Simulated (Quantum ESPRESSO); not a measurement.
# InPd (Pm-3m) in Quantum ESPRESSO: further runs, part 2 of 2

Quantum ESPRESSO 7.5.

## 3. Phonons, PBEsol, target pressure 40 GPa, at which the enthalpy is minimised

Contents of pw.in:

```
&CONTROL
  calculation = 'scf'
  prefix = 'pwscf'
  outdir = './tmp'
  pseudo_dir = './pseudo'
  tprnfor = .true.
  tstress = .true.
  disk_io = 'low'
/
&SYSTEM
  ibrav = 0
  nat = 2
  ntyp = 2
  ecutwfc = 45
  ecutrho = 360
  nbnd = 22
  occupations = 'smearing'
  smearing = 'mv'
  degauss = 0.01469973
/
&ELECTRONS
  conv_thr = 4d-10
  electron_maxstep = 120
  mixing_beta = 0.5
/
ATOMIC_SPECIES
In   114.8180 in_pbesol_v1.4.uspp.F.UPF
Pd   106.4200 pd_pbesol_v1.4.uspp.F.UPF
CELL_PARAMETERS bohr
   6.1829661455    0.0000000000    0.0000000000
   0.0000000000    6.1829661455    0.0000000000
   0.0000000000    0.0000000000    6.1829661455
ATOMIC_POSITIONS bohr
In     0.0000000000    0.0000000000    0.0000000000
Pd     3.0914830728    3.0914830728    3.0914830728
K_POINTS automatic
8 8 8 0 0 0
```

Contents of relax.in:

```
&CONTROL
  calculation = 'vc-relax'
  prefix = 'pwscf'
  outdir = './tmp'
  pseudo_dir = './pseudo'
  tprnfor = .true.
  tstress = .true.
  disk_io = 'low'
  nstep = 40
  forc_conv_thr = 0.0001
  etot_conv_thr = 1d-06
/
&SYSTEM
  ibrav = 0
  nat = 2
  ntyp = 2
  ecutwfc = 45
  ecutrho = 360
  nbnd = 22
  occupations = 'smearing'
  smearing = 'mv'
  degauss = 0.01469973
/
&ELECTRONS
  conv_thr = 4d-10
  electron_maxstep = 120
  mixing_beta = 0.5
/
&IONS
  ion_dynamics = 'bfgs'
/
&CELL
  cell_dynamics = 'bfgs'
  press = 400
  press_conv_thr = 0.2
/
ATOMIC_SPECIES
In   114.8180 in_pbesol_v1.4.uspp.F.UPF
Pd   106.4200 pd_pbesol_v1.4.uspp.F.UPF
CELL_PARAMETERS bohr
   6.1829661455    0.0000000000    0.0000000000
   0.0000000000    6.1829661455    0.0000000000
   0.0000000000    0.0000000000    6.1829661455
ATOMIC_POSITIONS bohr
In     0.0000000000    0.0000000000    0.0000000000
Pd     3.0914830728    3.0914830728    3.0914830728
K_POINTS automatic
8 8 8 0 0 0
```

Contents of scf2.in:

```
&CONTROL
  calculation = 'scf'
  prefix = 'pwscf'
  outdir = './tmp'
  pseudo_dir = './pseudo'
  tprnfor = .true.
  tstress = .true.
  disk_io = 'low'
/
&SYSTEM
  ibrav = 0
  nat = 2
  ntyp = 2
  ecutwfc = 45
  ecutrho = 360
  nbnd = 22
  occupations = 'smearing'
  smearing = 'mv'
  degauss = 0.01469973
/
&ELECTRONS
  conv_thr = 1d-13
  electron_maxstep = 120
  mixing_beta = 0.5
  startingpot = 'file'
  startingwfc = 'file'
/
ATOMIC_SPECIES
In   114.8180 in_pbesol_v1.4.uspp.F.UPF
Pd   106.4200 pd_pbesol_v1.4.uspp.F.UPF
CELL_PARAMETERS bohr
   5.7761927769    0.0000000000    0.0000000000
   0.0000000000    5.7761927769    0.0000000000
   0.0000000000    0.0000000000    5.7761927769
ATOMIC_POSITIONS bohr
In     0.0000000000    0.0000000000    0.0000000000
Pd     2.8880963884    2.8880963884    2.8880963884
K_POINTS automatic
8 8 8 0 0 0
```

Contents of ph.in:

```
phonons of InPd
&INPUTPH
  prefix = 'pwscf'
  outdir = './tmp'
  tr2_ph = 1d-16
  fildyn = 'dyn'
  niter_ph = 60
  alpha_mix(1) = 0.4
/
0.0000000000 0.0000000000 0.0000000000
```

Contents of dynmat.in:

```
&INPUT
  fildyn = 'dyn'
  asr = 'crystal'
  filout = 'dynmat.disp'
  fileig = 'dynmat.eig'
/
```

Potentials or basis: GBRV 1.5 PBEsol.

Started as:

```sh
$ OMP_NUM_THREADS=1 pw.x -in pw.in > pw.out
$ OMP_NUM_THREADS=1 pw.x -in relax.in > relax.out
$ OMP_NUM_THREADS=1 pw.x -in scf2.in > scf2.out
$ OMP_NUM_THREADS=1 ph.x -in ph.in > ph.out
$ OMP_NUM_THREADS=1 dynmat.x -in dynmat.in > dynmat.out
```

pw.out:

```text
This program is part of the open-source Quantum ESPRESSO suite
     for quantum simulation of materials; please cite
[... 9 lines left out ...]
     --------------------
     sticks:   dense  smooth     PW     G-vecs:    dense   smooth      PW
     Sum        1093     553    177                27201     9771    1743

     Using Slab Decomposition

     bravais-lattice index     =            0
     lattice parameter (alat)  =       6.1830  a.u.
     unit-cell volume          =     236.3690 (a.u.)^3
     number of atoms/cell      =            2
     number of atomic types    =            2
     number of electrons       =        29.00
     number of Kohn-Sham states=           22
     kinetic-energy cutoff     =      45.0000  Ry
     charge density cutoff     =     360.0000  Ry
     scf convergence threshold =      4.0E-10
     mixing beta               =       0.5000
     number of iterations used =            8  plain     mixing
     Exchange-correlation= SLA  PW   PSX  PSC
                           (   1   4  10   8   0   0   0)

     celldm(1)=   6.182966  celldm(2)=   0.000000  celldm(3)=   0.000000
     celldm(4)=   0.000000  celldm(5)=   0.000000  celldm(6)=   0.000000

     crystal axes: (cart. coord. in units of alat)
               a(1) = (   1.000000   0.000000   0.000000 )
               a(2) = (   0.000000   1.000000   0.000000 )
               a(3) = (   0.000000   0.000000   1.000000 )

     reciprocal axes: (cart. coord. in units 2 pi/alat)
               b(1) = (  1.000000  0.000000  0.000000 )
               b(2) = (  0.000000  1.000000  0.000000 )
               b(3) = (  0.000000  0.000000  1.000000 )

     PseudoPot. # 1 for In read from file:
     in_pbesol_v1.4.uspp.F.UPF
     Pseudo is Ultrasoft + core correction, Zval = 13.0
     Generated by new atomic code, or converted to UPF format
     Using radial grid of  889 points,  6 beta functions with:
                l(1) =   0
                l(2) =   0
                l(3) =   1
                l(4) =   1
                l(5) =   2
                l(6) =   2
     Q(r) pseudized with  6 coefficients,  rinner =    1.400   1.400   1.400
                                                       1.400   1.400

     PseudoPot. # 2 for Pd read from file:
     pd_pbesol_v1.4.uspp.F.UPF
     Pseudo is Ultrasoft + core correction, Zval = 16.0
     Generated by new atomic code, or converted to UPF format
     Using radial grid of  887 points,  6 beta functions with:
                l(1) =   0
                l(2) =   0
                l(3) =   1
                l(4) =   1
                l(5) =   2
                l(6) =   2
     Q(r) pseudized with  8 coefficients,  rinner =    1.130   1.130   1.130
                                                       1.130   1.130

     atomic species   valence    mass     pseudopotential
     In               13.00   114.81800     In( 1.00)
     Pd               16.00   106.42000     Pd( 1.00)

     48 Sym. Ops., with inversion, found

   Cartesian axes

     site n.     atom                  positions (alat units)
         1        In     tau(   1) = (   0.0000000   0.0000000   0.0000000  )
         2        Pd     tau(   2) = (   0.5000000   0.5000000   0.5000000  )

     number of k points=    35  Marzari-Vanderbilt smearing, width (Ry)=  0.0147
                       cart. coord. in units 2pi/alat
        k(    1) = (   0.0000000   0.0000000   0.0000000), wk =   0.0039062
        k(    2) = (   0.0000000   0.0000000   0.1250000), wk =   0.0234375
        k(    3) = (   0.0000000   0.0000000   0.2500000), wk =   0.0234375
        k(    4) = (   0.0000000   0.0000000   0.3750000), wk =   0.0234375
        k(    5) = (   0.0000000   0.0000000  -0.5000000), wk =   0.0117188
        k(    6) = (   0.0000000   0.1250000   0.1250000), wk =   0.0468750
[... 27 lines left out ...]
        k(   34) = (   0.3750000  -0.5000000  -0.5000000), wk =   0.0234375
        k(   35) = (  -0.5000000  -0.5000000  -0.5000000), wk =   0.0039062

     Dense  grid:    27201 G-vectors     FFT dimensions: (  40,  40,  40)

     Smooth grid:     9771 G-vectors     FFT dimensions: (  27,  27,  27)

     Initial potential from superposition of free atoms

     starting charge      27.0000, renormalised to      29.0000

     negative rho (up, down):  7.853E-02 0.000E+00
     Starting wfcs are   21 randomized atomic wfcs +    1 random wfcs

     Self-consistent Calculation

     iteration #  1     ecut=    45.00 Ry     beta= 0.50
     Davidson diagonalization with overlap
     ethr =  1.00E-02,  avg # of iterations =  4.6

     negative rho (up, down):  7.332E-02 0.000E+00
[... 85 lines left out ...]
     iteration # 11     ecut=    45.00 Ry     beta= 0.50
     Davidson diagonalization with overlap
     ethr =  1.08E-10,  avg # of iterations =  1.9

     negative rho (up, down):  7.571E-02 0.000E+00

     End of self-consistent calculation

          k = 0.0000 0.0000 0.0000 (  1213 PWs)   bands (ev):

   -34.1278 -34.1278 -34.1278   1.2424   1.2424   1.6554   1.6554   1.6554
     6.0049  12.3191  12.3191  13.8599  13.8599  13.8599  20.2942  20.2942
    20.2942  25.4476  26.7692  26.7692  30.9819  32.2839
[... 195 lines left out ...]
   -34.1542 -34.1542 -34.1493   1.3684   1.4006   1.4006   1.8056   1.8702
    10.9732  11.3988  11.3988  14.1566  14.4776  16.3820  18.2000  18.2000
    19.3136  20.9335  22.3815  22.3815  23.1176  30.9577

          k =-0.5000-0.5000-0.5000 (  1208 PWs)   bands (ev):

   -34.1538 -34.1538 -34.1538   1.3811   1.3811   1.3811   1.8712   1.8712
    11.2470  11.2470  11.2470  14.4837  14.4837  16.0051  19.9182  19.9182
    19.9182  20.5086  20.5086  20.5086  21.7112  30.9587

     the Fermi energy is    16.0534 ev

!    total energy              =    -331.90555181 Ry
     estimated scf accuracy    <          2.4E-11 Ry
     smearing contrib. (-TS)   =      -0.00013499 Ry
     internal energy E=F+TS    =    -331.90541682 Ry

     The total energy is F=E-TS. E is the sum of the following terms:
     one-electron contribution =     -79.82324804 Ry
     hartree contribution      =      65.59290662 Ry
     xc contribution           =     -68.69153642 Ry
     ewald contribution        =    -248.98353898 Ry

     convergence has been achieved in  11 iterations

     negative rho (up, down):  7.571E-02 0.000E+00

     Forces acting on atoms (cartesian axes, Ry/au):

     atom    1 type  1   force =     0.00000000    0.00000000    0.00000000
     atom    2 type  2   force =     0.00000000    0.00000000    0.00000000

     Total force =     0.000000     Total SCF correction =     0.000000

     Computing stress (Cartesian axis) and pressure

     negative rho (up, down):  7.571E-02 0.000E+00
          total   stress  (Ry/bohr**3)                   (kbar)     P=      -41.00
  -0.00027869   0.00000000   0.00000000          -41.00        0.00        0.00
   0.00000000  -0.00027869   0.00000000            0.00      -41.00        0.00
   0.00000000   0.00000000  -0.00027869            0.00        0.00      -41.00

=------------------------------------------------------------------------------=
   JOB DONE.
=------------------------------------------------------------------------------=
```

Wall time 2.9 min (1 thread of Intel Xeon 6975P-C (Granite Rapids), shared host); peak memory 0.15 GiB.

Results:

```yaml
Free_energy: -4515.2295 eV
Relaxed_volume: 14.28 Å³/atom
Relaxed_cell: a = 3.057 Å, b = 3.057 Å, c = 3.057 Å, α = 90.00°, β = 90.00°, γ = 90.00°
Space_group_after_relaxing_to_0.05_Å: Pm-3m (No. 221)
Pressure_after_relaxing: 39.0 GPa
Band_gap_on_the_k_mesh: none (metal or under the smearing width)
Highest_phonon_frequency_at_Γ: 225 cm⁻¹
```

The path:
| step | energy change (eV) | largest force (eV/Å) | pressure (GPa) | volume (Å³) |
| --- | --- | --- | --- | --- |
| 1 | 0.0000 | 0.0000 | -4.10 | 35.03 |
| 2 | 0.7886 | 0.0000 | 50.34 | 27.73 |
| 3 | 0.4808 | 0.0000 | 36.52 | 28.87 |
| 4 | 0.5513 | 0.0000 | 39.84 | 28.57 |
| 5 | 0.5548 | 0.0000 | 40.00 | 28.56 |

Final structure:
```yaml
crystal:
  lattice:
    - [3.05663, 0.00000, 0.00000]
    - [0.00000, 3.05663, 0.00000]
    - [0.00000, 0.00000, 3.05663]
  atoms:
    - { symbol: In, position: [0.00000, 0.00000, 0.00000] }
    - { symbol: Pd, position: [0.50000, 0.50000, 0.50000] }
```

Phonon frequencies in cm⁻¹ (negative: imaginary):
```tsv
q point	frequencies
(0.000, 0.000, 0.000)	-7 -7 -7 225 225 225
```

Optical modes at Γ, degenerate ones joined:
| cm⁻¹ | components | symmetry | active in |
| --- | --- | --- | --- |
| 225 | 3 | T1u | IR |

Caveat: the mesh is thin for the phonons of a metal; the volume moved by over 15 % at a fixed basis, so the end points are rough; the cell is more than 3 GPa from zero pressure, which shifts response properties.
